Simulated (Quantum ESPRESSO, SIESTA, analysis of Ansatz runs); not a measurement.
# NaI (Fm-3m):V_Na, a ladder of methods on one cell (SIESTA)

We place the charge-transition levels of V_Na in NaI (Fm-3m) with atom-centred orbitals, then repeat the energies at other levels of method to see what holds. Model: a cell of 54 host atoms with 1 Na taken out.

Main program and level: SIESTA 5.4.2; SIESTA numerical-orbital DFT, PBEsol, DZP basis, PseudoDojo 0.4.1 potentials converted to PSML; charged supercells in a uniform background, point-charge correction with alignment at far sites.

## Step 1: The structure

The cell holds 53 atoms: 26 Na and 27 I. Its edges and angles: a = 13.656 Å, b = 13.656 Å, c = 13.656 Å, α = 60.0°, β = 60.0°, γ = 60.0°. It derives from NaI (space group Fm-3m). Nearest the centre at fractional (0.667, 0.667, 0.333): I28 at 3.22 Å, I34 at 3.22 Å, I46 at 3.22 Å, I32 at 3.22 Å, I44 at 3.22 Å, I50 at 3.22 Å, Na35 at 4.55 Å, Na47 at 4.55 Å.

Structure file:

```xyz
53
Lattice="0.0000 9.6560 9.6560 9.6560 0.0000 9.6560 9.6560 9.6560 0.0000" Properties=species:S:1:pos:R:3 pbc="T T T"
Na    0.0000    0.0000    0.0000
I     3.2187    3.2187    3.2187
Na    3.2187    3.2187    0.0000
I     6.4373    6.4373    3.2187
Na    6.4373    6.4373    0.0000
I     9.6560    9.6560    3.2187
Na    3.2187    0.0000    3.2187
I     6.4373    3.2187    6.4373
Na    6.4373    3.2187    3.2187
I     9.6560    6.4373    6.4373
Na    9.6560    6.4373    3.2187
I    12.8746    9.6560    6.4373
Na    6.4373    0.0000    6.4373
I     9.6560    3.2187    9.6560
Na    9.6560    3.2187    6.4373
I    12.8746    6.4373    9.6560
Na   12.8746    6.4373    6.4373
I    16.0933    9.6560    9.6560
Na    0.0000    3.2187    3.2187
I     3.2187    6.4373    6.4373
Na    3.2187    6.4373    3.2187
I     6.4373    9.6560    6.4373
Na    6.4373    9.6560    3.2187
I     9.6560   12.8746    6.4373
Na    3.2187    3.2187    6.4373
I     6.4373    6.4373    9.6560
Na    6.4373    6.4373    6.4373
I     9.6560    9.6560    9.6560
Na    9.6560    9.6560    6.4373
I    12.8746   12.8746    9.6560
Na    6.4373    3.2187    9.6560
I     9.6560    6.4373   12.8746
Na    9.6560    6.4373    9.6560
I    12.8746    9.6560   12.8746
Na   12.8746    9.6560    9.6560
I    16.0933   12.8746   12.8746
Na    0.0000    6.4373    6.4373
I     3.2187    9.6560    9.6560
Na    3.2187    9.6560    6.4373
I     6.4373   12.8746    9.6560
Na    6.4373   12.8746    6.4373
I     9.6560   16.0933    9.6560
Na    3.2187    6.4373    9.6560
I     6.4373    9.6560   12.8746
Na    6.4373    9.6560    9.6560
I     9.6560   12.8746   12.8746
Na    9.6560   12.8746    9.6560
I    12.8746   16.0933   12.8746
Na    6.4373    6.4373   12.8746
I     9.6560    9.6560   16.0933
I    12.8746   12.8746   16.0933
Na   12.8746   12.8746   12.8746
I    16.0933   16.0933   16.0933
```

Known beforehand: the electronic dielectric constant, 3.50, and the static one, 7.11, from a response run on this crystal (DFPT, PBEsol, Quantum ESPRESSO) at that run's own cell.

The cell's shortest repeat is 13.7 Å.

The primitive cell was relaxed at this level beforehand, to 66.69 Å³.

The defect-free supercell was relaxed beforehand, from displaced atoms: they ended at most 0.01 Å from the sites they started about, so the symmetric structure holds.

## Step 2: Band edges

Levels are counted from the valence top, which comes from the unit cell, dense mesh; the energy of the host comes from the defect-free supercell at the defects' own k-points, so that the host's part of the sampling error cancels.

File host.fdf:

```
SystemName                      NaI
SystemLabel                     host
NumberOfSpecies                 2
NumberOfAtoms                   2
%block ChemicalSpeciesLabel
  1   11 Na
  2   53 I
%endblock ChemicalSpeciesLabel
LatticeConstant                 1.0 Ang
%block LatticeVectors
     0.000000000     3.218657000     3.218657000
     3.218657000     0.000000000     3.218657000
     3.218657000     3.218657000     0.000000000
%endblock LatticeVectors
AtomicCoordinatesFormat         Fractional
%block AtomicCoordinatesAndAtomicSpecies
     0.000000000     0.000000000     0.000000000  1
     0.500000000     0.500000000     0.500000000  2
%endblock AtomicCoordinatesAndAtomicSpecies
%block kgrid.MonkhorstPack
   10   0   0  0.00
    0  10   0  0.00
    0   0  10  0.00
%endblock kgrid.MonkhorstPack
XC.Functional                   GGA
XC.Authors                      PBEsol
PAO.BasisSize                   DZP
PAO.EnergyShift                 0.005 Ry
Mesh.Cutoff                     300 Ry
OccupationFunction              FD
ElectronicTemperature           0.01 eV
MaxSCFIterations                150
SCF.MustConverge                true
SCF.Mixer.Method                Pulay
SCF.Mixer.Weight                0.2
SCF.Mixer.History               10
SCF.DM.Tolerance                1.0e-4
SCF.H.Tolerance                 1.0e-3 eV
WriteForces                     true
Charge.Mulliken                 end
```

On the command line:

```
$ OMP_NUM_THREADS=1 siesta host.fdf > host.out
```

The log of the run:

```text
Version         : 5.4.2

                           ***********************
                           *  WELCOME TO SIESTA  *
                           ***********************

[...]
reinit: Reading from file host.fdf

reinit: -----------------------------------------------------------------------
reinit: System Name: NaI
reinit: -----------------------------------------------------------------------
reinit: System Label: host
reinit: -----------------------------------------------------------------------

initatom: Reading input for the pseudopotentials and atomic orbitals ----------
Species number:   1 Atomic number:   11 Label: Na
Species number:   2 Atomic number:   53 Label: I

[... pseudopotential checks and orbital generation ...]

prinput: Basis input

PAO.BasisType split

%block ChemicalSpeciesLabel
    1   11 Na                      # Species index, atomic number, species label
    2   53 I                       # Species index, atomic number, species label
%endblock ChemicalSpeciesLabel

%block PAO.Basis                 # Define Basis set
# WARNING: This information might be incomplete!
[...]
(Free)E + p*V (eV/cell)    -1596.1866
Target enthalpy (eV/cell)    -1596.1525
[...]
siesta: Final energy (eV):
siesta:  Band Struct. =    -365.303449
siesta:       Kinetic =     840.337157
siesta:       Hartree =     577.344791
siesta:         Exch. =    -269.190380
siesta:         Corr. =     -22.602163
siesta:   Exch.-corr. =    -291.792543
siesta:  Ion-electron =   -2033.079906
siesta:       Ion-ion =    -688.961981
siesta:         Total =   -1596.152482
siesta:         Fermi =      -5.134366
[...]
siesta: Stress tensor (static) (eV/Ang**3):
siesta:     0.000512   -0.000175   -0.000175
siesta:    -0.000175    0.000512   -0.000175
siesta:    -0.000175   -0.000175    0.000512
[...]
siesta: Cell volume =         66.688982 Ang**3
[...]
siesta: Pressure (static):
siesta:                Solid            Molecule  Units
siesta:          -0.00000558         -0.00000558  Ry/Bohr**3
siesta:          -0.00051232         -0.00051232  eV/Ang**3
siesta:          -0.82082121         -0.82082121  kBar
[...]
mulliken: Qtot =       16.000

Mulliken Atomic Populations:
Atom #   charge [q] valence [e]  Species
     1    -0.045405    9.045405  Na
     2     0.045405    6.954595  I
 Total    -0.000000

Job completed
```

Run time: 8.8 s. Hardware: 1 MPI rank of Arm Neoverse V1, shared host; peak memory 0.19 GiB.

The gap at this level is 3.69 eV.

Test of the sampling: at one point at (¼, ¼, ¼) the host's energy lies 11 meV an atom above its value on the primitive cell's dense mesh, close enough for the relaxations, while formation energies at this sampling may be off by a tenth of an eV or more.

(Continued in part 2 of 5.)

[Logs are printed without paths, hosts, clocks, repeated set-up lines and the standing remarks that a program may print on its own settings, such as how far it seeks lower states.]

[Hosts, paths, dates, database ids (printed as entryN), source tags and the programs' standing remarks are cut or masked in the printed files.]

[For some hosts the program warned that the k-mesh of the response run may be too coarse for force constants and the static dielectric constant; such warnings are not shown here.]

[Charge tables in the logs are Mulliken or Hirshfeld populations, whose sizes and signs can differ; where basis functions stand at a vacancy, SIESTA counts their charge against the missing atom's valence.]

[In relaxation paths of CP2K, step 0 can be the structure after the first move, since the trajectory file begins there, and the last row can be the final structure solved once more.]
